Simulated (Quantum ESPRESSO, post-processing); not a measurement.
# TaN(001): a series in the number of layers, part 2 of 2

Wanted: a table for TaN(001) against the number of layers, and what can be fitted to it.

Quantum ESPRESSO 7.5; plane-wave DFT, PBE, GBRV ultrasoft pseudopotentials.

So far. Step 8 (Relaxation with pw.x, 8 layers): The relaxation lowers the energy by 48 meV an atom. On the free atoms the largest force ends at 0.021 eV/Å. Step 9 (Self-consistent run, 8 layers): Inside the slab this potential holds the local part of the pseudopotentials, which can be repulsive at the nuclei; only its value in the vacuum has a meaning of its own.

### Step 10. Relaxing the ions, 9 layers

System of this step: TaN(001), 9 layers. The cell holds 18 atoms: 9 Ta and 9 N. Cell: a = 3.121 Å, b = 3.121 Å, c = 33.677 Å, α = 90.0°, β = 90.0°, γ = 90.0°. It derives from TaN. Vacuum lies along c.

m6.relax.in reads:

```
&control
  prefix = 'm6.relax'
  outdir = './out'
  pseudo_dir = './pseudo'
  nstep = 40
  forc_conv_thr = 0.001
  calculation = 'relax'
/
&system
  ibrav = 0
  nat = 18
  ntyp = 2
  ecutwfc = 40
  ecutrho = 200
  occupations = 'smearing'
  smearing = 'mv'
  degauss = 0.02
/
&electrons
  conv_thr = 1e-08
  mixing_beta = 0.4
  electron_maxstep = 120
  mixing_mode = 'local-TF'
/
&ions
/
ATOMIC_SPECIES
  Ta  180.9479  ta_pbe_v1.uspp.F.UPF
  N   14.0070  n_pbe_v1.2.uspp.F.UPF
CELL_PARAMETERS angstrom
  3.12077658300000 0.00000000000000 0.00000000000000
  0.00000000000000 3.12077658300000 0.00000000000000
  0.00000000000000 0.00000000000000 33.67711174188236
ATOMIC_POSITIONS crystal
  Ta  0.000000000000 0.000000000000 0.237529691211
  N   0.500000000000 0.500000000000 0.237529691211
  Ta  0.500000000000 0.500000000000 0.303147268409
  N   0.000000000000 0.000000000000 0.303147268409
  Ta  0.000000000000 0.000000000000 0.368764845606 0 0 0
  N   0.500000000000 0.500000000000 0.368764845606 0 0 0
  Ta  0.500000000000 0.500000000000 0.434382422803 0 0 0
  N   0.000000000000 0.000000000000 0.434382422803 0 0 0
  Ta  0.000000000000 0.000000000000 0.500000000000 0 0 0
  N   0.500000000000 0.500000000000 0.500000000000 0 0 0
  Ta  0.500000000000 0.500000000000 0.565617577197 0 0 0
  N   0.000000000000 0.000000000000 0.565617577197 0 0 0
  Ta  0.000000000000 0.000000000000 0.631235154394 0 0 0
  N   0.500000000000 0.500000000000 0.631235154394 0 0 0
  Ta  0.500000000000 0.500000000000 0.696852731591
  N   0.000000000000 0.000000000000 0.696852731591
  Ta  0.000000000000 0.000000000000 0.762470308789
  N   0.500000000000 0.500000000000 0.762470308789
K_POINTS automatic
  12 12 1 0 0 0
```

Command:

```console
OMP_NUM_THREADS=1 mpirun -n 4 pw.x -nk 4 -in m6.relax.in > m6.relax.out
```

The job ended after 59 min (4 MPI ranks of Arm Neoverse V1, shared host; peak memory 1.6 GiB; 4 h of CPU time).

Step by step:

```csv
step,energy less that of the first step (eV),largest force (eV/Å)
1,0.0000,2.0154
2,-0.2529,1.6843
3,-0.4699,1.1005
4,-0.6406,0.9435
5,-0.6883,0.7826
6,-0.7310,0.2735
7,-0.7375,0.0944
8,-0.7380,0.0818
9,-0.7384,0.0640
10,-0.7390,0.0429
11,-0.7396,0.0388
12,-0.7399,0.0315
13,-0.7400,0.0315
14,-0.7401,0.0238
```

The atoms that moved most (Å):

| atom | dx | dy | dz | length |
| --- | --- | --- | --- | --- |
| N18 | 0.000 | 0.000 | 0.205 | 0.205 |
| N2 | 0.000 | 0.000 | -0.205 | 0.205 |
| Ta1 | 0.000 | 0.000 | 0.156 | 0.156 |
| Ta17 | 0.000 | 0.000 | -0.156 | 0.156 |
| Ta3 | 0.000 | 0.000 | -0.069 | 0.069 |
| Ta15 | 0.000 | 0.000 | 0.069 | 0.069 |
| N16 | 0.000 | 0.000 | -0.029 | 0.029 |
| N4 | 0.000 | 0.000 | 0.029 | 0.029 |

The relaxation lowers the energy by 41 meV an atom. On the free atoms the largest force ends at 0.024 eV/Å.

Numbers from this step:

* free energy: -19853.5586 eV
* Fermi energy: 11.37 eV

### Step 11. SCF with pw.x, 9 layers

m6.esm.in reads:

```
&control
  prefix = 'm6.esm'
  outdir = './out'
  pseudo_dir = './pseudo'
  calculation = 'scf'
  tprnfor = .true.
/
&system
  ibrav = 0
  nat = 18
  ntyp = 2
  ecutwfc = 40
  ecutrho = 200
  occupations = 'smearing'
  smearing = 'mv'
  degauss = 0.02
  assume_isolated = 'esm'
  esm_bc = 'bc1'
/
&electrons
  conv_thr = 1e-08
  mixing_beta = 0.25
  electron_maxstep = 160
  mixing_mode = 'local-TF'
  mixing_ndim = 12
/
ATOMIC_SPECIES
  Ta  180.9479  ta_pbe_v1.uspp.F.UPF
  N   14.0070  n_pbe_v1.2.uspp.F.UPF
CELL_PARAMETERS angstrom
  3.12077658300000 0.00000000000000 0.00000000000000
  0.00000000000000 3.12077658300000 0.00000000000000
  0.00000000000000 0.00000000000000 33.67711174188236
ATOMIC_POSITIONS crystal
  Ta  0.000000000000 0.000000000000 -0.257836743900
  N   0.500000000000 0.500000000000 -0.268547639100
  Ta  0.500000000000 0.500000000000 -0.198889998100
  N   0.000000000000 0.000000000000 -0.196006302800
  Ta  0.000000000000 0.000000000000 -0.131235154400
  N   0.500000000000 0.500000000000 -0.131235154400
  Ta  0.500000000000 0.500000000000 -0.065617577200
  N   0.000000000000 0.000000000000 -0.065617577200
  Ta  0.000000000000 0.000000000000 0.000000000000
  N   0.500000000000 0.500000000000 0.000000000000
  Ta  0.500000000000 0.500000000000 0.065617577200
  N   0.000000000000 0.000000000000 0.065617577200
  Ta  0.000000000000 0.000000000000 0.131235154400
  N   0.500000000000 0.500000000000 0.131235154400
  Ta  0.500000000000 0.500000000000 0.198889998100
  N   0.000000000000 0.000000000000 0.196006302800
  Ta  0.000000000000 0.000000000000 0.257836743900
  N   0.500000000000 0.500000000000 0.268547639100
K_POINTS automatic
  12 12 1 0 0 0
```

Command:

```console
OMP_NUM_THREADS=1 mpirun -n 4 pw.x -nk 4 -in m6.esm.in > m6.esm.out
```

Wall time 9.8 min (4 MPI ranks); peak memory 1.6 GiB.

Residual by cycle:

cycle, log10 residual and a bar from the least value:
```
        1        0.7 ##############################
        3        0.1 ########################
        5        0.6 ##############################
        8       -0.6 #################
       10       -0.8 ###############
       12       -1.4 #########
       14       -0.7 ################
       16       -1.0 ##############
       18       -1.5 #########
       21       -1.1 #############
       23       -2.0 ####
       25       -2.4
```

The run was cut off at its time limit.

After 25 cycles the residual stands at 0.0041.

### Step 12. The series side by side

The series in one table:

| the number of layers | energy (eV) | work function (eV) |
| --- | --- | --- |
| 3 layers | -6616.7078 | 3.45 |
| 4 layers | -8823.3033 | 3.122 |
| 5 layers | -11029.1185 | 3.095 |
| 6 layers | -13235.3820 | 3.079 |
| 7 layers | -15441.3292 | 3.026 |
| 8 layers | -17647.5240 | 3.037 |

### Step 13. Worked from the printed numbers

γ = intercept/(2A) = 1.0599 eV / (2 × 9.739 Å²) × 16.02 = 0.87 J/m².

### Step 14. Summary of results

| Item | Value |
| --- | --- |
| surface energy from the intercept | 0.87 J/m² |
| work function at 8 layers | 3.04 eV |

The series holds 6 members; surface energy from the intercept: 0.87 J/m²; work function at 8 layers: 3.04 eV (PBE, GBRV ultrasoft). A line through the energies of all but the thinnest slab has a slope of -2206.0652 eV a layer and leaves residuals that spread over 250 meV, worth 0.21 J/m². The work function spans 3.03 to 3.45 eV and over the last three members 0.05 eV. 1 of the planned members gave no usable result. Unreconstructed faces. One mesh, so part of the swing with thickness is sampling.

[Logs are printed without paths, hosts, clocks, repeated set-up lines and the standing remarks that a program may print on its own settings, such as how far it seeks lower states.]

[Hosts, paths, dates, database ids (printed as entryN), source tags and the programs' standing remarks are cut or masked in the printed files.]

[Maps of the electrostatic potential energy from Ansatz leave out the sawtooth potential of an applied field or a dipole correction, so their vacuum need not be flat; planar profiles and work functions include it.]
